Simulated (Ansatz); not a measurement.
# SbPt: further runs on the relaxed cell

The task here is to estimate one member of a computed series from the others.

Method: DFT r2SCAN, scalar-relativistic, plane waves, PAW, in Ansatz 0.2.0.

1 further run of the same task is left out (set aside as unsound or not needed). Runs told in other sessions of the task aren't counted.

### The system as given

The structure is hexagonal, space group P6_3/mmc (No. 194). Conventional cell: a = 4.182 Å, b = 4.182 Å, c = 5.519 Å, α = 90.00°, β = 90.00°, γ = 120.00°. Around Sb (site symmetry -6m2) lie 6 Pt at 2.78 Å. Pt (site symmetry -3m) is surrounded by 2 Pt at 2.76 Å and 6 Sb at 2.78 Å.

Structure file:

```
Sb Pt
1.0
     4.18204    0.00000    0.00000
    -2.09102    3.62175    0.00000
     0.00000    0.00000    5.51936
Sb Pt
2 2
Direct
  0.33333 0.66667 0.25000
  0.66667 0.33333 0.75000
  0.00000 0.00000 0.00000
  0.00000 0.00000 0.50000
```

It is the result of an earlier relaxation at this level (volume 20.90 Å³/atom; gap on the mesh: none (metal)).

Set-up of the first run:

Input file input.yaml:

```yaml
crystal:
  lattice:
    - [4.1397914198, 0.0, 0.0]
    - [-2.0698957099, 3.5851645359, 0.0]
    - [0.0, 0.0, 5.4636043712]
  atoms:
    - { symbol: Sb, position: [0.3333333333, 0.6666666667, 0.25] }
    - { symbol: Sb, position: [0.6666666667, 0.3333333333, 0.75] }
    - { symbol: Pt, position: [0.0, 0.0, 0.0] }
    - { symbol: Pt, position: [0.0, 0.0, 0.5] }
basis:
  ecutwfc: 500
kpoints:
  mp_grid: { grid: [12, 12, 8] }
hamiltonian:
  xc: r2scan
scf:
  occupations: { method: gaussian, width: 0.1 }
output:
  forces: true
  stress: true
  eigenvalues: true
relax:
  adjacent_minimum: "off"
  f_tol: 0.01
  max_steps: 30
  cell: { stress_tol: 0.1, fix: [volume] }
```

On the command line:

```bash
$ ansatz run input.yaml --threads 1 --pin off --max-ram 2560MiB --backend cpu --events-out ev --progress --plain --runs-dir out
```

Among the steps run: Volume × 0.97; Volume × 1.03; The cell scaled to 0.94 of its volume; The cell scaled to 1.06 of its volume; The cell scaled to 0.91 of its volume; Point at V/V0 = 1.10; The cell scaled to 0.88 of its volume.

One table of the session follows, with a row left open; its other results are not shown here.

It belongs to the step «Fit of the equation of state». 

| volume (Å³/atom) | energy above the lowest point (meV/atom) | pressure (GPa) |
| --- | --- | --- |
| 18.392 | 166.5 | 24.19 |
| 19.019 | 87.4 | 16.43 |
| 19.645 | ? | ? |
| 20.272 | 8.5 | 4.50 |
| 20.899 | 0.0 | 0.00 |
| 21.526 | 7.6 | -3.76 |
| 22.153 | 28.8 | -6.88 |
| 22.989 | 73.9 | -10.22 |

Estimate the missing values for volume (Å³/atom) = 19.645.

Worked estimate for «energy above the lowest point (meV/atom)». A straight line through the neighbours (19.019, 87.4) and (20.272, 8.5) gives 87.4 + (8.5 − 87.4) × (19.645 − 19.019) / (20.272 − 19.019) = 48.0; a parabola fitted to 4 rows on both sides gives 36.2.

The run gave: energy above the lowest point (meV/atom): 36.3; pressure (GPa): 9.91. In «energy above the lowest point (meV/atom)» the line misses by +11.7 and the parabola by -0.1.
